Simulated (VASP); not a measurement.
# SnSe in VASP: notebook, part 2 of 2

VASP 6.6.1. Earlier steps stand in the parts before.

## Step 3: Single point, PBE

This run uses another cell than the first one, of 67.99 Å³/atom, 1.681 times its volume.

The input, INCAR:

```
SYSTEM = SnSe
ALGO     = Normal         ! electronic algorithm
DIPOL    = 0.5 0.5 0.500
EDIFF    = 1E-7           ! SCF threshold, eV
ENCUT    = 400            ! plane-wave cutoff, eV
GGA      = PE             ! functional
IDIPOL   = 3            
ISIF     = 2              ! what is computed and relaxed
ISMEAR   = 0              ! smearing method
LASPH    = .TRUE.         ! aspherical terms in the spheres
LCHARG   = .FALSE.        ! write CHGCAR
LDIPOL   = .TRUE.       
LREAL    = .FALSE.        ! projectors in reciprocal space
LVACPOTAV= .TRUE.       
LVHAR    = .TRUE.       
LWAVE    = .FALSE.        ! write WAVECAR
NBANDS   = 32             ! bands
NELM     = 120            ! most SCF steps
PREC     = Accurate       ! precision mode
SIGMA    = 0.2            ! smearing width, eV
```

The input, KPOINTS:

```
k-points
0
G
  5 5 1
  0 0 0
```

The input, POSCAR:

```
SnSe
1.0
    4.2853274200      0.0000000000      0.0000000000
    0.0000000000      4.2853274200      0.0000000000
    0.0000000000      0.0000000000     14.8085810303
Sn Se
2 2
Direct
    0.5000000000      0.0000000000      0.4051704878
    0.0000000000      0.5000000000      0.5948295122
    0.0000000000      0.5000000000      0.4138773454
    0.5000000000      0.0000000000      0.5861226546
```

Potentials or basis: VASP PAW PBE potentials, release 64 (Sn_d, Se).

Run with:

```console
cat potpaw_PBE.64/Sn_d/POTCAR potpaw_PBE.64/Se/POTCAR > POTCAR
mpirun -np 1 vasp_std > vasp.out
```

OUTCAR:

```text
SYSTEM = SnSe
   EDIFF = 1E-7
   ENCUT = 400
   GGA = PE
   ISIF = 2
   ISMEAR = 0
   LASPH = .TRUE.
   LREAL = .FALSE.
   NELM = 120
   PREC = Accurate

 Found      6 irreducible k-points:

 Following reciprocal coordinates:
            Coordinates               Weight
  0.000000  0.000000  0.000000      1.000000
  0.200000  0.000000  0.000000      4.000000
  0.400000  0.000000  0.000000      4.000000
  0.200000  0.200000  0.000000      4.000000
  0.400000  0.200000  0.000000      8.000000
  0.400000  0.400000  0.000000      4.000000
   k-points           NKPTS =      6   k-points in BZ     NKDIM =      6   number of bands    NBANDS=     32
   number of dos      NEDOS =    301   number of ions     NIONS =      4
   total plane-waves  NPLWV =  76832
   dimension x,y,z NGX =    28 NGY =   28 NGZ =   98
   dimension x,y,z NGXF=    56 NGYF=   56 NGZF=  196
   ions per type =               2   2
   NGX,Y,Z   is equivalent  to a cutoff of  10.86, 10.86, 11.00 a.u.
   NGXF,Y,Z  is equivalent  to a cutoff of  21.72, 21.72, 22.00 a.u.
 SYSTEM =  SnSe
   PREC   = accura    normal or accurate (medium, high low for compatibility)
   ISTART =      0    job   : 0-new  1-cont  2-samecut
   ICHARG =      2    charge: 1-file 2-atom 10-const
   ISPIN  =      1    spin polarized calculation?
[... 63 lines left out ...]
 fundamental gap:      0.9126313759
 Fermi energy:        -0.0046889712

 k-point     1 :       0.0000    0.0000    0.0000
  band No.  band energies     occupation
      1     -21.7874      2.00000
      2     -21.7820      2.00000
      3     -21.7782      2.00000
      4     -21.7714      2.00000
      5     -21.7631      2.00000
      6     -21.7353      2.00000
[... 199 lines left out ...]
     31       7.0420      0.00000
     32       7.2888      0.00000

------------------------ aborting loop because EDIFF is reached ----------------------------------------

  FORCE on cell =-STRESS in cart. coord.  units (eV):
  Direction    XX          YY          ZZ          XY          YZ          ZX
  --------------------------------------------------------------------------------------
  -------------------------------------------------------------------------------------
  Total        0.7425171      0.7425171      1.0558004      0.0000000      0.0000000      0.0000000
  in kB        4.3745722      4.3745722      6.2202941      0.0000000      0.0000000      0.0000000
  external PRESSURE =       4.9898128 kB  Pullay stress =       0.0000000 kB

 VOLUME and BASIS-vectors are now :
 -----------------------------------------------------------------------------
  energy-cutoff  :      400.00
  volume of cell :      271.95
      direct lattice vectors                 reciprocal lattice vectors
     4.285327420  0.000000000  0.000000000     0.233354398  0.000000000  0.000000000
     0.000000000  4.285327420  0.000000000     0.000000000  0.233354398  0.000000000
     0.000000000  0.000000000 14.808581030     0.000000000  0.000000000  0.067528415

 POSITION                                       TOTAL-FORCE (eV/Angst)
 -----------------------------------------------------------------------------------
      2.14266      0.00000      6.00000         0.000000      0.000000     -0.169614
      0.00000      2.14266      8.80858        -0.000000      0.000000      0.169614
      0.00000      2.14266      6.12894        -0.000000      0.000000     -0.245473
      2.14266      0.00000      8.67964        -0.000000      0.000000      0.245473
 -----------------------------------------------------------------------------------
    total drift:                                0.000000      0.000000      0.000000

  FREE ENERGIE OF THE ION-ELECTRON SYSTEM (eV)
  ---------------------------------------------------
  free  energy   TOTEN  =       -16.2282291565 eV

  energy  without entropy=      -16.2280310760  energy(sigma->0) =      -16.22813012

 vacuum level on the upper side and lower side of the slab         3.819         3.819
```

OSZICAR:

```text
N       E                     dE             d eps       ncg     rms          rms(c)
DAV:   1     0.295945426769E+03    0.29595E+03   -0.16056E+04   424   0.976E+02
DAV:   2     0.222042584191E+02   -0.27374E+03   -0.26521E+03   400   0.263E+02
DAV:   3    -0.151395438080E+02   -0.37344E+02   -0.36802E+02   496   0.114E+02
[... 13 lines left out ...]
DAV:  17    -0.162282242533E+02   -0.38928E-05   -0.20841E-07   400   0.195E-03    0.197E-03
DAV:  18    -0.162282280138E+02   -0.37605E-05   -0.21686E-07   352   0.188E-03    0.233E-04
DAV:  19    -0.162282290422E+02   -0.10285E-05   -0.63619E-08   360   0.696E-04    0.336E-04
DAV:  20    -0.162282291511E+02   -0.10885E-06   -0.55487E-09   336   0.292E-04    0.639E-05
DAV:  21    -0.162282291565E+02   -0.53797E-08   -0.11362E-09   304   0.146E-04
   1 F= -.16228229E+02 E0= -.16228130E+02  d E =-.198080E-03
```

stdout:

```text
POSCAR found type information on POSCAR SnSe
 POSCAR found :  2 types and       4 ions
 scaLAPACK will be used
 LDA part: xc-table for (Slater+PW92), standard interpolation
 POSCAR, INCAR and KPOINTS ok, starting setup
 FFT: planning ... GRIDC
 FFT: planning ... GRID_SOFT
 FFT: planning ... GRID
 WAVECAR not read
 entering main loop
 -----------------------------------------------------------------------------
|                                                                             |
|           W    W    AA    RRRRR   N    N  II  N    N   GGGG   !!!           |
|           W    W   A  A   R    R  NN   N  II  NN   N  G    G  !!!           |
|           W    W  A    A  R    R  N N  N  II  N N  N  G       !!!           |
|           W WW W  AAAAAA  RRRRR   N  N N  II  N  N N  G  GGG   !            |
|           WW  WW  A    A  R   R   N   NN  II  N   NN  G    G                |
|           W    W  A    A  R    R  N    N  II  N    N   GGGG   !!!           |
|                                                                             |
|     Did not find any points to average over, which means that no vacuum     |
|     field-free region was found. Please increase the size of  your cell     |
|     in the dimension of the dipole correction to obtain accurate            |
|     workfunction values.                                                    |
|                                                                             |
 -----------------------------------------------------------------------------
```

It took 56 s on 1 thread of Intel Xeon Platinum 8259CL at 2.50GHz (Skylake/Cascade Lake), shared host; peak memory 0.26 GiB.

The run converged, but some of its settings lie outside the range that counts as converged, so its numbers aren't taken as properties of the slab.

What came out:

```
Free energy                            : -16.2282 eV
Largest force                          : 0.245 eV/Å
Band gap on the k mesh                 : 0.91 eV, direct
Ionisation potential of the upper face : 4.28 eV
```

Caveat: spin-orbit coupling is left out, which moves the levels of the heavy elements.

## Step 4: Single point, PBE

This run uses another cell than the first one, of 67.99 Å³/atom, 1.681 times its volume.

Changes to INCAR since step 3:

```diff
@@ -3,3 +3,3 @@
 DIPOL    = 0.5 0.5 0.500
-EDIFF    = 1E-7           ! SCF threshold, eV
+EDIFF    = 1E-5           ! SCF threshold, eV
 ENCUT    = 400            ! plane-wave cutoff, eV
@@ -19,2 +19,2 @@
 PREC     = Accurate       ! precision mode
-SIGMA    = 0.2            ! smearing width, eV
+SIGMA    = 0.05           ! smearing width, eV
```

KPOINTS is that of step 3.

POSCAR is that of step 3.

Potentials or basis: VASP PAW PBE potentials, release 64 (Sn_d, Se).

Run with:

```console
cat potpaw_PBE.64/Sn_d/POTCAR potpaw_PBE.64/Se/POTCAR > POTCAR
mpirun -np 1 vasp_std > vasp.out
```

OUTCAR:

```text
SYSTEM = SnSe
   EDIFF = 1E-5
   ENCUT = 400
   GGA = PE
   ISIF = 2
   ISMEAR = 0
   LASPH = .TRUE.
   LREAL = .FALSE.
   NELM = 120
   PREC = Accurate

 Found      6 irreducible k-points:

 Following reciprocal coordinates:
            Coordinates               Weight
  0.000000  0.000000  0.000000      1.000000
  0.200000  0.000000  0.000000      4.000000
  0.400000  0.000000  0.000000      4.000000
  0.200000  0.200000  0.000000      4.000000
  0.400000  0.200000  0.000000      8.000000
  0.400000  0.400000  0.000000      4.000000
[... 294 lines left out ...]
  -------------------------------------------------------------------------------------
  Total        0.7407085      0.7407085      1.0522203      0.0000000      0.0000000      0.0000000
  in kB        4.3639168      4.3639168      6.1992019      0.0000000      0.0000000      0.0000000
  external PRESSURE =       4.9756785 kB  Pullay stress =       0.0000000 kB

 VOLUME and BASIS-vectors are now :
 -----------------------------------------------------------------------------
  energy-cutoff  :      400.00
  volume of cell :      271.95
      direct lattice vectors                 reciprocal lattice vectors
     4.285327420  0.000000000  0.000000000     0.233354398  0.000000000  0.000000000
     0.000000000  4.285327420  0.000000000     0.000000000  0.233354398  0.000000000
     0.000000000  0.000000000 14.808581030     0.000000000  0.000000000  0.067528415

 POSITION                                       TOTAL-FORCE (eV/Angst)
 -----------------------------------------------------------------------------------
      2.14266      0.00000      6.00000        -0.000000     -0.000000     -0.169652
      0.00000      2.14266      8.80858         0.000000     -0.000000      0.169652
      0.00000      2.14266      6.12894         0.000000      0.000000     -0.245386
      2.14266      0.00000      8.67964         0.000000     -0.000000      0.245386
 -----------------------------------------------------------------------------------
    total drift:                                0.000000      0.000000      0.000000

  FREE ENERGIE OF THE ION-ELECTRON SYSTEM (eV)
  ---------------------------------------------------
  free  energy   TOTEN  =       -16.2282097337 eV

  energy  without entropy=      -16.2282097337  energy(sigma->0) =      -16.22820973

 vacuum level on the upper side and lower side of the slab         3.818         3.818
```

It took 50 s on 1 thread of Intel Xeon Platinum 8259CL at 2.50GHz (Skylake/Cascade Lake), shared host; peak memory 0.26 GiB.

These settings aren't checked as converged: the numbers below hold their error.

Results:

- Free energy: -16.2282 eV
- Largest force: 0.245 eV/Å
- Band gap on the k mesh: 0.91 eV, direct
- Ionisation potential of the upper face: 4.28 eV

Caveat: spin-orbit coupling is left out, which moves the levels of the heavy elements.
